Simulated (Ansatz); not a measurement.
# Puckered SnSe bilayer (AA) in a perpendicular field, part 2 of 3

What dipole does a perpendicular field induce in the puckered SnSe bilayer (AA), and does the gap follow? A positive field points along +c.

Ansatz 0.2.0; plane-wave DFT, PBE-D3(BJ), Ansatz PAW.

So far. Step 2 (Relaxing the slab): The lattice constant a goes from 4.400 to 4.268 Å.

### Step 3. Single point, field 0, start network

A sawtooth potential applies the field, turning back in the middle of the vacuum. With the dipole correction the typed value is the field outside the slab. The induced dipole is small, so the SCF threshold is tight.

The cell differs from the one that the last finished run ended in (c 48.187 → 26.827 Å).

Input file input.yaml:

```yaml
crystal:
  lattice:
    - [4.2677224168, 0.0, 0.0]
    - [0.0, 4.2470232416, 0.0]
    - [0.0, 0.0, 26.8266776162]
  atoms:
    - { symbol: Sn, position: [0.0170828667, 0.0, 0.3360791534] }
    - { symbol: Se, position: [0.4878240817, 0.5, 0.3354869406] }
    - { symbol: Se, position: [0.9895337541, 0.0, 0.4392036451] }
    - { symbol: Sn, position: [0.5055592974, 0.5, 0.4389729137] }
    - { symbol: Sn, position: [0.0055592974, 0.0, 0.5610270863] }
    - { symbol: Se, position: [0.4895337541, 0.5, 0.5607963549] }
    - { symbol: Se, position: [0.9878240817, 0.0, 0.6645130594] }
    - { symbol: Sn, position: [0.5170828667, 0.5, 0.6639208466] }
kpoints:
  mp_grid: { grid: [10, 10, 1] }
  band_path:
    path:
      - [0, 0, 0]
      - [0.5, 0, 0]
      - [0.5, 0.5, 0]
      - [0, 0, 0]
      - [0, 0.5, 0]
      - [0.5, 0.5, 0]
    npoints: 16
hamiltonian:
  xc: pbe
  dispersion: d3bj
scf:
  occupations: { method: fermi_dirac, width: 0.02585 }
  convergence: { dr2_threshold: 1.0e-10 }
efield:
  axis: 3
  dipole_correction: true
  ramp_position: 0.97
  ramp_width: 0.06
  amplitude: 0
output:
  dos: { projected: true, e_range: [-6, 5] }
  write_potential: true
  write_density: true
  volumetric_format: npy
  elf: true
```

Run with:

```console
> ansatz run input.yaml --threads 4 --pin off --max-ram 8192MiB --backend cpu --events-out ev --progress --plain --runs-dir out
```

Numbers of over 12 decimals in the logs are rounded to 6 here.

What it wrote:

```text
[...]
Crystal: 8 atoms, lattice volume = 486.237 Å³
Basis set: ecut = 420 eV, 9441 PW (Γ)
Bands: 72, of which v1, the nominal top of the filled ones, is band 60 counted from 1 (59 counted from 0)
Symmetry: 2 space group operations
k-points: 36 of 100 (time reversal used)
[...]
SCF iter   1: F=—  HF=-45978.695422 eV  |F-HF|=—  |Δ(HF+E_count)|=         —  Δρ=1.01e-3  dr2=1.41e-2  ethr=1.77e-3  p=0.000 e·Å  D=1.19e-13 V/Å  ΔV_dip=-0.00 eV  dr2_dipole=2.29e-9  V_vac-E_F(+/−)=4.12/4.12 eV  ⟨swp⟩=8.0  Hψ=10725  notcnv=0  defer=13
efield: sawtooth ramp at fractional position 0.9700 (set: `efield.ramp_position`, or a place that a band, a saddle search or an elastic batch's reference lends), width 0.0600; the density the first Hamiltonian is built on has a dipole p = 0.000 e·Å; the dipole correction subtracts the counter field D = 1.19e-13 V/Å, which shifts the + side's vacuum level by -0.00 eV against the − side's; the planar-averaged density in the ramp window peaks in size at 1.1e-5 e/Å³
[...]
SCF iter   2: F=—  HF=-45978.691284 eV  |F-HF|=—  |Δ(HF+E_count)|=   4.14e-3  Δρ=5.78e-4  dr2=4.14e-3  ethr=1.18e-5  p=0.000 e·Å  D=1.17e-5 V/Å  ΔV_dip=-0.00 eV  dr2_dipole=4.34e-8  V_vac-E_F(+/−)=4.00/4.00 eV  ⟨swp⟩=2.5  Hψ=5571  notcnv=0  defer=199
[...]
SCF iter  12: F=-45978.691174 eV  HF=-45978.691174 eV  |F-HF|=1.46e-11  |Δ(HF+E_count)|=  3.64e-10  Δρ=6.72e-8  dr2=4.90e-11  ethr=1.00e-12  p=0.000 e·Å  D=8.56e-8 V/Å  ΔV_dip=-0.00 eV  dr2_dipole=7.59e-14  V_vac-E_F(+/−)=3.87/3.87 eV  ⟨swp⟩=10.8  Hψ=9902  notcnv=0
SCF 1 converged in 12 iterations: F = -45978.691174 eV  dr2 = 4.90e-11
[...]
NSCF: frozen V_eff on 81 k-points
efield: sawtooth ramp at fractional position 0.9700 (kept from the solve that this one continues, or follows in the run), width 0.0600; the density the first Hamiltonian is built on has a dipole p = 0.000 e·Å; the dipole correction subtracts the counter field D = 8.56e-8 V/Å, which shifts the + side's vacuum level by -0.00 eV against the − side's; the planar-averaged density in the ramp window peaks in size at 7.6e-6 e/Å³
WARN: The output density's exchange-correlation potential varies sharply where the density is thin. Do not read a vacuum level from v_tot or v_xc, or from such a field of the output density. On a cell that repeats whose density bears no net charge and no dipole along the vacuum's axis use v_es (v_loc + v_h of the components); under efield.dipole_correction with no amplitude use v_es + v_field, which holds any externa [...]
SCF converged after 12 iterations
Free energy (F): -45978.691174 eV
[...]
Internal energy: -45978.691174 eV  (E = F + TS)
E sigma→0 (E₀):  -45978.691174 eV
Entropy (-TS):   -0.000000 eV (-0.000 meV/atom)
Fermi energy:    2.035687 eV
Dipole field:    D = -0.000000 V/Å  (p = -0.000000 e·Å, saw-weighted, corrected)
Work function:   Φ+ = 3.8719 eV   Φ− = 3.8718 eV
Levels:          The Fermi level and band energies are counted from a zero that moves with the ramp; work functions are not
[...]
--- Band table (eV; the first three rows and the last of 36) ---
  k-point 0: bands = [... 56 lower, -0.4502, -0.4426, 0.2933, 0.9038, 2.9501, 4.1027, 4.8667, 5.1592, ... 8 higher]
  k-point 1: bands = [... 56 lower, -0.3855, -0.1830, 0.2632, 0.9413, 2.9002, 4.1316, 5.0103, 5.1298, ... 8 higher]
  k-point 2: bands = [... 56 lower, -0.0878, 0.3695, 0.4037, 1.0147, 2.8140, 4.1355, 4.2537, 4.4330, ... 8 higher]
  k-point 35: bands = [... 56 lower, -1.0620, -1.0620, 0.2061, 0.2061, 4.1717, 4.1717, 5.2384, 5.2384, ... 8 higher]
```

It took 4.6 min on 4 threads of Intel Xeon at 2.50GHz (Skylake/Cascade Lake), shared host; peak memory 2.3 GiB.

The column dr2 measures how far the density is from self-consistency, as an energy; F and HF (Harris–Foulkes) agree once it is small.

Numbers from this step:

| Quantity | Value |
| --- | --- |
| dipole along the normal | -4.09e-7 e·Å |
| gap along the path | 0.4787 eV |
| smallest direct gap along the path | 0.5004 eV |
| ionisation energy, upper face | 4.147 eV |
| electron affinity, upper face | 3.668 eV |
| gap, the smaller of path and mesh | 0.4787 eV |

Running mean over a fixed 2.5 Å (it still follows the layers) of the planar mean; the ramp of the sawtooth is left out. Electron's electrostatic potential energy less the Fermi level against z:

```
z (Å)  electron's electrostatic potential energy less the Fermi level (eV)
    4                                                                 3.87
    5                                                                 3.87
    6                                                                 3.81
    7                                                                 2.86
    8                                                               -0.419
    9                                                                -2.75
   10                                                                -2.34
   11                                                                -2.41
   12                                                                -2.75
   13                                                               -0.752
   14                                                               -0.948
   15                                                                -2.86
   16                                                                -2.37
   17                                                                -2.35
   18                                                                -2.64
   19                                                                0.151
   20                                                                 3.24
   21                                                                 3.83
   22                                                                 3.87
   23                                                                 3.87
```

The density of states has structure finer than the step of the table below, so its rows give means over 0.25 eV, whole bins alone (the curve runs from -6 to 2.19 eV). Peaks (eV: height): -3.440: 8.78, -2.550: 9.64, -1.840: 7.40, -1.040: 7.60, 0.780: 11.8, 1.470: 6.99, 2.110: 9.68.

Table of density of states by energy, zero at the Fermi level of the run, which the smearing sets inside the gap; means over each step:

energy (eV), density of states (states/eV a cell) and a bar:
```
    -5.75        0.1 #
    -5.50        0.4 ##
    -5.25        1.3 #####
    -5.00        1.7 #######
    -4.75        3.5 #############
    -4.50        3.3 #############
    -4.25        3.9 ###############
    -4.00        5.3 ####################
    -3.75        6.3 ########################
    -3.50        7.4 ############################
    -3.25        7.0 ##########################
    -3.00        8.0 ##############################
    -2.75        7.8 #############################
    -2.50        6.8 #########################
    -2.25        5.5 #####################
    -2.00        3.4 #############
    -1.75        4.8 ##################
    -1.50        4.2 ################
    -1.25        4.4 ################
    -1.00        6.1 #######################
    -0.75        3.6 ##############
    -0.50        0.9 ###
    -0.25        0.0 
     0.00        0.0 
     0.25        0.0 
     0.50        1.3 #####
     0.75        5.4 ####################
     1.00        3.9 ###############
     1.25        4.4 #################
     1.50        5.6 #####################
     1.75        5.8 ######################
     2.00        6.6 #########################
```

Projected DOS per atom over height of the atomic layer and energy from the Fermi level. Layers: SnSe SnSe SnSe SnSe from below.

Ten even steps from '_' (0.00 states/eV) to '@' (1.02 states/eV), each cell a mean:
```
%%****%%
##****##
++++++++
**++++**
..::::..
________
________
::::::::
##++++##
++====++
++++++++
++====++
%%####%%
@@@@@@@@
%%@@@@%%
%%%%%%%%
**####**
--====--
--====--
..::::..
__....__
________
```
Columns: height of the atomic layer (Å) from 9.01 to 17.8 (not evenly spaced); rows upwards: energy from the Fermi level (eV) from -5.96 to 2.14.

The electronic bands at the labelled points (eV, zero at the Fermi level of the run, which the smearing sets inside the gap):

```
  point  band 57  band 58  band 59  band 60  band 61  band 62  band 63  band 64
      Γ    -2.49    -2.48    -1.74    -1.13     0.91     2.07     2.83     3.12
halfway    -2.11    -1.36    -1.35    -0.98     0.78     1.63     1.87     2.22
      X    -0.74    -0.74    -0.57    -0.57     0.57     0.57     0.85     0.85
halfway    -2.37    -2.37    -1.76    -1.76     1.58     1.58     2.65     2.65
      S    -3.10    -3.10    -1.83    -1.83     2.14     2.14     3.20     3.20
halfway    -1.66    -1.53    -0.97    -0.60     0.66     1.17     1.44     1.53
      Γ    -2.49    -2.48    -1.74    -1.13     0.91     2.07     2.83     3.12
halfway    -2.11    -1.38    -1.36    -0.98     0.77     1.63     1.87     2.21
      Y    -0.78    -0.78    -0.57    -0.57     0.54     0.54     0.84     0.84
halfway    -2.40    -2.40    -1.76    -1.76     1.58     1.58     2.63     2.63
      S    -3.10    -3.10    -1.83    -1.83     2.14     2.14     3.20     3.20
```

Valence density in the ca plane at fractional y = 0.000, with atoms of Sn and Se within 0.2 Å of it. It is the smooth field of the valence electrons, not physical close to the nuclei.

Values in units of 1e0 e/Å³, 6 rows by 16 columns, each cell a mean:
```
0.0 0.0 0.0 0.0 0.0 0.0 0.1 1.7 3.5 0.3 6.0 4.7 0.2 1.5 4.4 0.4
0.0 0.0 0.0 0.0 0.0 0.0 0.0 0.2 0.2 0.1 0.3 0.3 0.1 0.2 0.3 0.1
0.0 0.0 0.0 0.0 0.0 0.0 0.0 0.0 0.1 0.0 0.1 0.1 0.0 0.0 0.1 0.0
0.0 0.0 0.0 0.0 0.0 0.0 0.0 0.1 0.1 0.0 0.1 0.1 0.0 0.1 0.1 0.0
0.0 0.0 0.0 0.0 0.0 0.0 0.0 0.5 0.9 0.2 0.5 0.4 0.1 0.4 0.8 0.1
0.0 0.0 0.0 0.0 0.0 0.0 0.1 3.2 7.2 0.4 8.3 6.4 0.2 2.4 7.4 0.4
```
Columns run along c (16.0 Å, from fractional 0.04 to 0.63 of the cell), rows up along a (4.3 Å). Atoms in or near the plane, at fractional coordinates: Sn at (0.34, 0.02), Se at (0.44, 0.99), Sn at (0.56, 0.01).

ELF in the ca plane at fractional y = 0.000, with atoms of Sn and Se within 0.2 Å of it. It is the smooth field of the valence electrons, not physical close to the nuclei.

Ten even steps from '0' (0.00) to '9' (0.81), each cell a mean:
```
00000000000000026886410133798448973453001348
00000000000000013676543433589899962354333336
00000000000000000245544322368999731244443224
00000000000000000001222210124665310012222101
00000000000000000000000000001111000000010000
00000000000000000000000000000000000000000000
00000000000000000000111110011222100001111000
00000000000000000123333321136776410123332212
00000000000000001465443332478999841244443335
00000000000000014776410133699889972353112337
00000000000000026886300023798337973442001348
```
Columns run along c (16.0 Å, from fractional 0.04 to 0.63 of the cell), rows up along a (4.3 Å). Atoms in or near the plane, at fractional coordinates: Sn at (0.34, 0.02), Se at (0.44, 0.99), Sn at (0.56, 0.01).

Electrostatic potential energy in the ca plane at fractional y = 0.000, with atoms of Sn and Se within 0.2 Å of it. With pseudopotentials it is smooth inside the atoms' cores, unlike the true potential.

Ten even steps from '0' (-16 eV) to '9' (6 eV), each cell a mean:
```
99999999999999999984089704730341178722995057
99999999999999999987201026860000589850110378
99999999999999999998754578987446899986435789
99999999999999999999988889999889999998888899
99999999999999999999999999999999999999999999
99999999999999999999999999999999999999999999
99999999999999999999988889999999999999888999
99999999999999999998765678998888999987666889
99999999999999999987300037885224799862001578
99999999999999999984069604750010388730783167
99999999999999999973299923620452178715997056
```
Columns run along c (16.0 Å, from fractional 0.04 to 0.63 of the cell; values clipped at the 3rd and 97th percentile), rows up along a (4.3 Å). Atoms in or near the plane, at fractional coordinates: Sn at (0.34, 0.02), Se at (0.44, 0.99), Sn at (0.56, 0.01).

The gap is 0.48 eV, with the valence edge 4.15 eV and the conduction edge 3.67 eV under the upper vacuum level.

### Step 4. Atoms held, field 0.05 V/Å

input.yaml, as its differences from that of step 3:

```diff
@@ -36,5 +36,4 @@
   ramp_width: 0.06
-  amplitude: 0
+  amplitude: 0.05
 output:
-  dos: { projected: true, e_range: [-6, 5] }
   write_potential: true
@@ -42,2 +41 @@
   volumetric_format: npy
-  elf: true
```

What it wrote:

```text
[...]
Crystal: 8 atoms, lattice volume = 486.237 Å³
Basis set: ecut = 420 eV, 9441 PW (Γ)
Bands: 72, of which v1, the nominal top of the filled ones, is band 60 counted from 1 (59 counted from 0)
Symmetry: 2 space group operations
k-points: 36 of 100 (time reversal used)
[...]
k-point 0: bands = [... 56 lower, -0.4499, -0.4423, 0.2930, 0.9038, 2.9495, 4.1017, 4.8663, 5.1594, ... 8 higher]
  k-point 1: bands = [... 56 lower, -0.3859, -0.1827, 0.2630, 0.9413, 2.8997, 4.1306, 5.0100, 5.1291, ... 8 higher]
  k-point 2: bands = [... 56 lower, -0.0881, 0.3667, 0.4061, 1.0147, 2.8135, 4.1351, 4.2530, 4.4331, ... 8 higher]
  k-point 35: bands = [... 56 lower, -1.0628, -1.0615, 0.2027, 0.2095, 4.1643, 4.1786, 5.2380, 5.2383, ... 8 higher]
[key lines of the parts left out:]
SCF converged after 15 iterations
Free energy (F): -45978.692590 eV
Fermi energy:    2.035893 eV
Dipole field:    D = 0.021077 V/Å  (p = 0.056637 e·Å, saw-weighted, corrected)
```

Run time: 4.9 min. Hardware: 4 threads; peak memory 1.9 GiB; 14 min of CPU time.

The dipole is 0.0566 e·Å, and the gap 0.477 eV.

### Step 5. Atoms held, field -0.05 V/Å

input.yaml, as its differences from that of step 4:

```diff
@@ -36,3 +36,3 @@
   ramp_width: 0.06
-  amplitude: 0.05
+  amplitude: -0.05
 output:
```

What it wrote:

```text
[...]
Crystal: 8 atoms, lattice volume = 486.237 Å³
Basis set: ecut = 420 eV, 9441 PW (Γ)
Bands: 72, of which v1, the nominal top of the filled ones, is band 60 counted from 1 (59 counted from 0)
Symmetry: 2 space group operations
k-points: 36 of 100 (time reversal used)
[...]
k-point 0: bands = [... 56 lower, -0.4499, -0.4423, 0.2930, 0.9038, 2.9495, 4.1017, 4.8663, 5.1594, ... 8 higher]
  k-point 1: bands = [... 56 lower, -0.3859, -0.1827, 0.2630, 0.9413, 2.8997, 4.1306, 5.0100, 5.1291, ... 8 higher]
  k-point 2: bands = [... 56 lower, -0.0881, 0.3667, 0.4061, 1.0147, 2.8135, 4.1351, 4.2530, 4.4331, ... 8 higher]
  k-point 35: bands = [... 56 lower, -1.0628, -1.0615, 0.2027, 0.2095, 4.1643, 4.1786, 5.2380, 5.2383, ... 8 higher]
[key lines of the parts left out:]
SCF converged after 15 iterations
Free energy (F): -45978.692590 eV
Fermi energy:    2.035892 eV
Dipole field:    D = -0.021078 V/Å  (p = -0.056640 e·Å, saw-weighted, corrected)
```

Run time: 4.8 min. Hardware: 4 threads; peak memory 1.9 GiB; 14 min of CPU time.

The dipole is -0.0566 e·Å, and the gap 0.477 eV.

### Step 6. Atoms held, field 0.1 V/Å

input.yaml, as its differences from that of step 5:

```diff
@@ -34,5 +34,5 @@
   dipole_correction: true
-  ramp_position: 0.97
-  ramp_width: 0.06
-  amplitude: -0.05
+  ramp_position: 0.9655
+  ramp_width: 0.069
+  amplitude: 0.1
 output:
```

What it wrote:

```text
[...]
Crystal: 8 atoms, lattice volume = 486.237 Å³
Basis set: ecut = 420 eV, 9441 PW (Γ)
Bands: 72, of which v1, the nominal top of the filled ones, is band 60 counted from 1 (59 counted from 0)
Symmetry: 2 space group operations
k-points: 36 of 100 (time reversal used)
[...]
k-point 0: bands = [... 56 lower, -0.4489, -0.4415, 0.2923, 0.9037, 2.9476, 4.0984, 4.8650, 5.1598, ... 8 higher]
  k-point 1: bands = [... 56 lower, -0.3872, -0.1821, 0.2624, 0.9412, 2.8979, 4.1276, 5.0090, 5.1270, ... 8 higher]
  k-point 2: bands = [... 56 lower, -0.0887, 0.3601, 0.4120, 1.0145, 2.8121, 4.1338, 4.2507, 4.4334, ... 8 higher]
  k-point 35: bands = [... 56 lower, -1.0641, -1.0614, 0.1991, 0.2127, 4.1564, 4.1851, 5.2372, 5.2378, ... 8 higher]
[key lines of the parts left out:]
SCF converged after 16 iterations
Free energy (F): -45978.696837 eV
Fermi energy:    2.036429 eV
Dipole field:    D = 0.042150 V/Å  (p = 0.113262 e·Å, saw-weighted, corrected)
```

Run time: 5.2 min. Hardware: 4 threads; peak memory 1.9 GiB.

The dipole is 0.113 e·Å, and the gap 0.473 eV.

### Step 7. Single point, field -0.1 V/Å

input.yaml, as its differences from that of step 6:

```diff
@@ -36,3 +36,3 @@
   ramp_width: 0.069
-  amplitude: 0.1
+  amplitude: -0.1
 output:
```

What it wrote:

```text
[...]
Crystal: 8 atoms, lattice volume = 486.237 Å³
Basis set: ecut = 420 eV, 9441 PW (Γ)
Bands: 72, of which v1, the nominal top of the filled ones, is band 60 counted from 1 (59 counted from 0)
Symmetry: 2 space group operations
k-points: 36 of 100 (time reversal used)
[...]
k-point 0: bands = [... 56 lower, -0.4489, -0.4415, 0.2923, 0.9037, 2.9476, 4.0984, 4.8650, 5.1598, ... 8 higher]
  k-point 1: bands = [... 56 lower, -0.3872, -0.1821, 0.2624, 0.9412, 2.8979, 4.1276, 5.0090, 5.1270, ... 8 higher]
  k-point 2: bands = [... 56 lower, -0.0887, 0.3601, 0.4120, 1.0145, 2.8121, 4.1338, 4.2507, 4.4334, ... 8 higher]
  k-point 35: bands = [... 56 lower, -1.0641, -1.0614, 0.1991, 0.2127, 4.1564, 4.1851, 5.2372, 5.2378, ... 8 higher]
[key lines of the parts left out:]
SCF converged after 16 iterations
Free energy (F): -45978.696837 eV
Fermi energy:    2.036429 eV
Dipole field:    D = -0.042150 V/Å  (p = -0.113261 e·Å, saw-weighted, corrected)
```

It took 4.8 min on 4 threads; peak memory 1.9 GiB; 15 min of CPU time.

The dipole is -0.113 e·Å, and the gap 0.473 eV.

### Step 8. Atoms held, field 0.2 V/Å

input.yaml, as its differences from that of step 7:

```diff
@@ -36,3 +36,3 @@
   ramp_width: 0.069
-  amplitude: -0.1
+  amplitude: 0.2
 output:
```

What it wrote:

```text
[...]
Crystal: 8 atoms, lattice volume = 486.237 Å³
Basis set: ecut = 420 eV, 9441 PW (Γ)
Bands: 72, of which v1, the nominal top of the filled ones, is band 60 counted from 1 (59 counted from 0)
Symmetry: 2 space group operations
k-points: 36 of 100 (time reversal used)
[...]
k-point 0: bands = [... 56 lower, -0.4452, -0.4382, 0.2893, 0.9035, 2.9400, 4.0836, 4.8599, 5.1388, ... 8 higher]
  k-point 1: bands = [... 56 lower, -0.3906, -0.1795, 0.2601, 0.9408, 2.8910, 4.1142, 5.0050, 5.1164, ... 8 higher]
  k-point 2: bands = [... 56 lower, -0.0913, 0.3419, 0.4272, 1.0139, 2.8063, 4.1286, 4.2408, 4.4346, ... 8 higher]
  k-point 35: bands = [... 56 lower, -1.0679, -1.0626, 0.1916, 0.2188, 4.1392, 4.1966, 5.2342, 5.2354, ... 8 higher]
[key lines of the parts left out:]
SCF converged after 16 iterations
Free energy (F): -45978.713826 eV
Fermi energy:    2.037763 eV
Dipole field:    D = 0.084310 V/Å  (p = 0.226550 e·Å, saw-weighted, corrected)
```

Elapsed: 4.5 min, on 4 threads; peak memory 1.9 GiB.

The dipole is 0.227 e·Å, and the gap 0.460 eV.

(Part 2 of 3 ends here.)

[Logs are printed without paths, hosts, clocks, repeated set-up lines and the standing remarks that a program may print on its own settings, such as how far it seeks lower states.]

[Hosts, paths, dates, database ids (printed as entryN), source tags and the programs' standing remarks are cut or masked in the printed files.]

[Maps of the electrostatic potential energy from Ansatz leave out the sawtooth potential of an applied field or a dipole correction, so their vacuum need not be flat; planar profiles and work functions include it.]

[The density of states shown here was stored with 400 of the rows of the run's finer table, so its peaks can read low, often by over a quarter, or be missed, and its means over a window can be off by a tenth or more.]
